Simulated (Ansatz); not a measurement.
# InSe (R3m) in Ansatz: settings compared

Aim: see how the results for InSe move with the level of theory and the settings. Levels: PBE, PBE+D4. Tasks: single point, relaxation of the atoms.

Program: Ansatz 0.2.0. These are calculated values, not measurements. Logs are shortened: lines on timing, memory, paths and dates and some standing lists are left out, and cuts for length are marked.

## (1) The structure

Symmetry: R3m, No. 160, trigonal system. The conventional cell has a = 4.000 Å, b = 4.000 Å, c = 25.320 Å, α = 90.00°, β = 90.00°, γ = 120.00°. In (site symmetry 3m) is surrounded by 3 Se at 2.63 Å and 1 In at 2.82 Å. Around In (site symmetry 3m) lie 3 Se at 2.64 Å and 1 In at 2.82 Å. Around Se (site symmetry 3m) lie 3 In at 2.63 Å. Se (site symmetry 3m) is surrounded by 3 In at 2.64 Å.

## (2) Single point, PBE

Contents of input.yaml:

```yaml
crystal:
  lattice:
    - [2.0, 1.1547005384, 8.44]
    - [-2.0, 1.1547005384, 8.44]
    - [0.0, -2.3094010768, 8.44]
  atoms:
    - { symbol: In, position: [0.8886, 0.8886, 0.8886] }
    - { symbol: In, position: [0.0, 0.0, 0.0] }
    - { symbol: Se, position: [0.1719, 0.1719, 0.1719] }
    - { symbol: Se, position: [0.3835, 0.3835, 0.3835] }
kpoints:
  mp_grid: { grid: [3, 3, 3] }
scf:
  occupations: { method: fermi_dirac, width: 0.03 }
hamiltonian:
  xc: pbe
  pseudopotentials: { kind: all_electron, lapw: { basis_error: 0.003 } }
output:
  forces: true
  stress: true
  eigenvalues: true
```

Potentials or basis: all-electron LAPW, scalar-relativistic.

The run is started by

```bash
ansatz run input.yaml --threads 2 --pin off --max-ram 6144MiB --backend cpu --events-out ev --progress --plain --runs-dir out
```

What it wrote:

```text
Warning: RAYON_NUM_THREADS=2 ignored (pool sized by the plan → 2); use --threads N
LAPW: plane waves up to 7.918 Å⁻¹, error target 3.0e-3 eV per atom; small_component_spin mean_spin; Se in spheres of 1.259 Å, 24 of its electrons in bands, Dirac shells []; In in spheres of 1.375 Å, 21 of its electrons in bands, Dirac shells [] (how accurate: hamiltonian.pseudopotentials.lapw.basis_error, Limitations)
Engine: ansatz 0.2.0, aarch64-unknown-linux-gnu
Pseudopotentials: kind: all_electron
Pseudopotential: In, LAPW, valence charge 21, lapw/all_electron/scalar/gaussian/In, Koelling and Harmon's equation, gaussian nucleus
Pseudopotential: Se, LAPW, valence charge 24, lapw/all_electron/scalar/gaussian/Se, Koelling and Harmon's equation, gaussian nucleus
Functional definition: PBE
  parameter kappa = 0.804
  parameter beta = 0.06672455060314922
  exchange = pbe_x(kappa = kappa, mu = beta*pi^2/3)
  correlation = pbe_c(beta = beta)
Crystal: 4 atoms, lattice volume = 116.948 Å³
Basis set: ecut = 238.8696149698097 eV, 951 PW (Γ), FFT grids on a1−a3, a2−a3, a3, exchange–correlation at level 2
Bands: 54, of which v1, the nominal top of the filled ones, is band 45 counted from 1 (44 counted from 0)
Symmetry: 6 space group operations
Space group: R3m (ITA 160), of the structure as read, at distance tolerance 4.9e-5 Å
k-points: 6 of 27 (time reversal used)
Non-local potential: In, projectors of the file, none
Non-local potential: Se, projectors of the file, none
Initial density: superposition of atomic densities (chi_scale 0.1, normalization cell, long waves 34 % of neutral atoms (reshape's long-wave potential 1.34 eV rms, cloud 2.62 Å wide))
Initial wavefunctions: plane waves of lowest kinetic energy (no species holds an atomic orbital)
Functional: x = pbe(κ = 0.804, μ = 0.2195149727645171), c = pbe(β = 0.06672455060314922)
iter 1 solved again at ethr=2.03e-3 eV; its pass at ethr=1.00e-1 eV (dr2=1.82e0 eV) is discarded
SCF iter   1: F=—  HF=-452345.490913 eV  |F-HF|=—  |Δ(HF+E_count)|=         —  Δρ=2.68e-2  dr2=1.83e0  ethr=2.03e-3  ⟨swp⟩=2.0  Hψ=2057  notcnv=0
preconditioner: auto → Resta (q_TF=auto, 2.612 Å⁻¹)  ε∞=3.0  [insulator: Δε(μ)=1.558 eV  Ē_g=14.920 eV  σ=0.030 eV  W_gap=1.00  n_scr=36 (ndim 8)  ℏωp=21.2 eV  f_vac=0.149  D(μ)=0.00/eV (n_scr^D=0)  ε∞_Penn≈3.0]
SCF iter   2: F=—  HF=-452345.025494 eV  |F-HF|=—  |Δ(HF+E_count)|=   4.65e-1  Δρ=1.22e-2  dr2=2.85e-1  ethr=2.03e-3  ⟨swp⟩=3.0  Hψ=1006  notcnv=0
SCF iter   3: F=—  HF=-452344.994355 eV  |F-HF|=—  |Δ(HF+E_count)|=   3.11e-2  Δρ=7.07e-3  dr2=9.39e-2  ethr=3.17e-4  ⟨swp⟩=2.2  Hψ=993  notcnv=0
iter 4 solved again at ethr=5.84e-6 eV; its pass at ethr=1.04e-4 eV (dr2=5.26e-3 eV) is discarded
SCF iter   4: F=—  HF=-452344.996091 eV  |F-HF|=—  |Δ(HF+E_count)|=         —  Δρ=1.38e-3  dr2=5.25e-3  ethr=5.84e-6  ⟨swp⟩=2.0  Hψ=1650  notcnv=0
the basis was enlarged: its passes take 280.7 KiB over the memory plan, 2 of 2 planned eigensolver slots
SCF iter   5: F=—  HF=-452344.996114 eV  |F-HF|=—  |Δ(HF+E_count)|=   2.25e-5  Δρ=4.46e-4  dr2=4.14e-4  ethr=5.83e-6  ⟨swp⟩=3.0  Hψ=972  notcnv=0
SCF iter   6: F=—  HF=-452344.996475 eV  |F-HF|=—  |Δ(HF+E_count)|=   3.61e-4  Δρ=2.05e-4  dr2=7.70e-5  ethr=4.60e-7  ⟨swp⟩=3.0  Hψ=972  notcnv=0
SCF iter   7: F=—  HF=-452344.996616 eV  |F-HF|=—  |Δ(HF+E_count)|=   1.42e-4  Δρ=6.73e-5  dr2=1.00e-5  ethr=8.56e-8  ⟨swp⟩=3.0  Hψ=975  notcnv=0
SCF iter   8: F=—  HF=-452344.996627 eV  |F-HF|=—  |Δ(HF+E_count)|=   1.03e-5  Δρ=2.21e-5  dr2=9.67e-7  ethr=1.12e-8  ⟨swp⟩=3.0  Hψ=986  notcnv=0
SCF iter   9: F=—  HF=-452344.996629 eV  |F-HF|=—  |Δ(HF+E_count)|=   2.18e-6  Δρ=8.64e-6  dr2=1.37e-7  ethr=1.07e-9  ⟨swp⟩=3.0  Hψ=986  notcnv=0
SCF iter  10: F=-452344.996629 eV  HF=-452344.996629 eV  |F-HF|=7.85e-8  |Δ(HF+E_count)|=   2.16e-7  Δρ=4.55e-6  dr2=3.05e-8  ethr=1.52e-10  ⟨swp⟩=3.0  Hψ=972  notcnv=0
SCF 1 converged in 10 iterations: F = -452344.996629 eV  dr2 = 3.05e-8
SCF converged after 10 iterations
Free energy (F): -452344.996629 eV
Harris-Foulkes:  -452344.996629 eV  (|F-HF|=7.85e-8)
Internal energy: -452344.996629 eV  (E = F + TS)
E sigma→0 (E₀):  -452344.996629 eV
Fermi energy:    9.227544 eV
--- Per-component energies (eV) ---
  E_band       = -4465.941065
  E_kinetic    = 471367.945412
  E_xc         = -13498.784398
  E_electrostatic = -910214.157643  (all electrons and nuclei)
  E_smearing   = -0.000000  (= −TS)
  E_closure    = 0.000000  (closes the sum)
  E_atoms      = -452331.196338  (free atoms, spherical and without spin; not in F)
  Σ components = -452344.996629   (vs F -452344.996629, Δ=0.00e0)
  Basis errors (estimates in eV, not in F): energy 1.4e-3 per atom: plane waves 1.2e-3 (7.3e-4 summed), levels above the bands 4.1e-120, relativity 2.5e-7, radial functions 1.3e-4, core shells 2.3e-7; eigenvalues (radial functions only) 3.5e-6; not estimated: angular momenta, meshes, grids; target (lapw.basis_error) 3.0e-3; muffin-tin radii Se 1.259 Å, In 1.375 Å
--- Forces (eV/Å), atoms counted from 1 ---
  atom   1  In     0.00000000     0.00000000     0.33363701
  atom   2  In     0.00000000     0.00000000    -0.31659318
  atom   3  Se     0.00000000     0.00000000    -0.29801692
  atom   4  Se     0.00000000    -0.00000000     0.28097795
  max |Σ_I F_I| component: 4.86e-6 eV/Å
--- Stress (GPa, compression-positive) ---
        4.705906       0.000000       0.000000
        0.000000       4.705906      -0.000000
       -0.000000      -0.000000       1.349063
  P = ⅓ Tr σ = 3.5870 GPa (35.870 kbar)
--- Band table (eV; the first three rows and the last of 6) ---
  k-point 0: bands = ["-198.6563", "-198.6516", "-138.1241", "-138.1241", "-138.1206", "-138.1188", "-138.1188", "-138.1169", "-106.3866", "-106.3844", "-64.8820", "-64.8820", "-64.8795", "-64.8795", "-64.8620", "-64.8413", "-38.3434", "-38.3434", "-38.3381", "-38.3381", "-38.3370", "-38.3370", "-38.3349", "-38.3325", "-38.3325", "-38.3309", "-5.7857", "-5.6105", "-5.6105", "-5.5347", "-5.5347", "-5.5159", "-5.5159", "-5.3525", "-5.3525", "-5.3476", "-4.4996", "-4.1014", "2.7180", "5.5865", "7.5183", "7.7551", "7.7551", "7.8468", "7.8468", "10.7312", "11.1338", "13.4129", "13.4129", "14.2038", "14.5166", "14.5166", "16.5595", "17.6994"]
  k-point 1: bands = ["-198.6563", "-198.6516", "-138.1241", "-138.1241", "-138.1206", "-138.1188", "-138.1188", "-138.1169", "-106.3866", "-106.3844", "-64.8822", "-64.8820", "-64.8797", "-64.8795", "-64.8619", "-64.8413", "-38.3434", "-38.3433", "-38.3381", "-38.3379", "-38.3371", "-38.3370", "-38.3348", "-38.3325", "-38.3324", "-38.3308", "-5.8899", "-5.7819", "-5.7220", "-5.6040", "-5.5371", "-5.4778", "-5.4674", "-5.4097", "-5.3575", "-5.2184", "-3.5918", "-3.3356", "2.9619", "3.9874", "5.2148", "6.9131", "6.9257", "7.0472", "7.8364", "10.5662", "11.0721", "12.7892", "13.2573", "13.8273", "15.5180", "15.6766", "16.2694", "16.8979"]
  k-point 2: bands = ["-198.6563", "-198.6516", "-138.1241", "-138.1241", "-138.1206", "-138.1188", "-138.1188", "-138.1169", "-106.3866", "-106.3844", "-64.8822", "-64.8820", "-64.8797", "-64.8795", "-64.8619", "-64.8413", "-38.3435", "-38.3433", "-38.3381", "-38.3379", "-38.3371", "-38.3370", "-38.3348", "-38.3325", "-38.3324", "-38.3308", "-5.8854", "-5.7874", "-5.7210", "-5.6043", "-5.5371", "-5.4776", "-5.4674", "-5.4106", "-5.3572", "-5.2184", "-3.5654", "-3.3638", "3.0175", "3.8921", "5.3217", "6.6861", "6.8003", "7.1909", "8.0823", "10.5763", "10.9231", "12.7704", "13.1590", "13.5783", "15.6151", "15.9115", "16.4616", "17.0396"]
  k-point 5: bands = ["-198.6563", "-198.6516", "-138.1241", "-138.1241", "-138.1206", "-138.1188", "-138.1188", "-138.1169", "-106.3866", "-106.3844", "-64.8822", "-64.8820", "-64.8797", "-64.8795", "-64.8619", "-64.8413", "-38.3434", "-38.3433", "-38.3381", "-38.3379", "-38.3371", "-38.3370", "-38.3348", "-38.3325", "-38.3324", "-38.3308", "-5.8816", "-5.7924", "-5.7201", "-5.6042", "-5.5370", "-5.4777", "-5.4674", "-5.4110", "-5.3573", "-5.2184", "-3.5139", "-3.4180", "2.9167", "4.0915", "5.7571", "6.0104", "6.8245", "7.1618", "7.8823", "10.9454", "11.2150", "12.6966", "13.2233", "13.6219", "15.7388", "15.8586", "16.2368", "17.0278"]
```

It took 7.8 s on 2 threads of Arm Neoverse V2, shared host; peak memory 0.35 GiB.

What came out:

```yaml
Free_energy: -452344.9966 eV
Pressure: 3.6 GPa
Largest_force: 0.334 eV/Å
Band_gap_on_the_k_mesh: 1.49 eV, direct
```

Forces in eV/Å, atoms in the order of the input:
```
In   0.000  0.000  0.334
In   0.000  0.000 -0.317
Se   0.000  0.000 -0.298
Se   0.000  0.000  0.281
```

Levels at points of the mesh, in eV from the valence-band top:
```tsv
k point	band 41	band 42	band 43	band 44	band 45	band 46	band 47	band 48	band 49	band 50
(0.00, 0.00, 0.00)	-0.97	-0.73	-0.73	-0.64	-0.64	2.25	2.65	4.93	4.93	5.72
```

Caveat: the k mesh is coarse (spacing up to 0.61 Å⁻¹), so the values aren't converged; spin-orbit coupling is left out, which moves the levels of the heavy elements; an odd mesh through Γ misses points on the zone boundary, where band edges often lie.

## (3) Relaxation of the atoms, PBE+D4, collinear spin, ferromagnetic start (cell strained at random at fixed volume)

Contents of input.yaml:

```yaml
crystal:
  lattice:
    - [1.943529, 1.140621, 8.403347]
    - [-1.988446, 1.126436, 8.415931]
    - [-0.034743, -2.400839, 8.427942]
  atoms:
    - { symbol: In, position: [0.8886, 0.8886, 0.8886], spin: 0.5 }
    - { symbol: In, position: [0.0, 0.0, 0.0], spin: 0.5 }
    - { symbol: Se, position: [0.1719, 0.1719, 0.1719] }
    - { symbol: Se, position: [0.3835, 0.3835, 0.3835] }
kpoints:
  mp_grid: { grid: [6, 6, 6] }
scf:
  occupations: { method: cold, width: 0.05 }
  lower_state_search: "off"
hamiltonian:
  xc: pbe
  dispersion: d4
  pseudopotentials: { kind: all_electron, lapw: { basis_error: 0.002 } }
magnetization:
  spin_polarized: true
output:
  forces: true
  stress: true
relax:
  f_tol: 0.01
  max_steps: 60
```

Potentials or basis: all-electron LAPW, scalar-relativistic.

The run is started by

```bash
ansatz run input.yaml --threads 2 --pin off --max-ram 6144MiB --backend cpu --events-out ev --progress --plain --runs-dir out
```

Run time: 14 min. Hardware: 2 threads of Arm Neoverse V2, shared host; peak memory 1.6 GiB.

It converged, with:

- Free energy: -452346.5885 eV
- Energy gained by relaxing: 4.6 meV/atom
- Ionic steps: 4
- Pressure after relaxing: 0.2 GPa
- Largest force after relaxing: 0.004 eV/Å
- Band gap on the k mesh: 0.46 eV
- Net moment: 0.00 μB per cell
- Absolute moment: 0.00 μB per cell

Forces on the atoms (eV/Å):
```
In   0.000  0.003 -0.001
In  -0.001 -0.001 -0.001
Se  -0.002 -0.003  0.002
Se   0.002  0.001  0.000
```

Stress tensor (GPa, compression positive):
```
 1.37 -0.13  0.05
-0.13 -0.42  0.21
 0.05  0.21 -0.36
```

Step by step:
```csv
step,energy change (eV),largest force (eV/Å)
1,0.0000,0.4221
2,-0.0179,0.0606
3,-0.0184,0.0040
4,-0.0184,0.0040
```

Final structure:
```cif
data_structure
_symmetry_space_group_name_H-M 'P 1'
_symmetry_Int_Tables_number 1
_cell_length_a 8.7003
_cell_length_b 8.7207
_cell_length_c 8.7633
_cell_angle_alpha 26.666
_cell_angle_beta 26.861
_cell_angle_gamma 26.088
_cell_volume 116.95
loop_
_atom_site_label
_atom_site_type_symbol
_atom_site_fract_x
_atom_site_fract_y
_atom_site_fract_z
_atom_site_occupancy
In1 In 0.88938 0.89311 0.88436 1
In2 In 0.00211 0.00181 0.99515 1
Se1 Se 0.16468 0.16889 0.17848 1
Se2 Se 0.38784 0.38019 0.38600 1
```

Caveat: spin-orbit coupling is left out, which moves the levels of the heavy elements; the starting moments weren't kept.
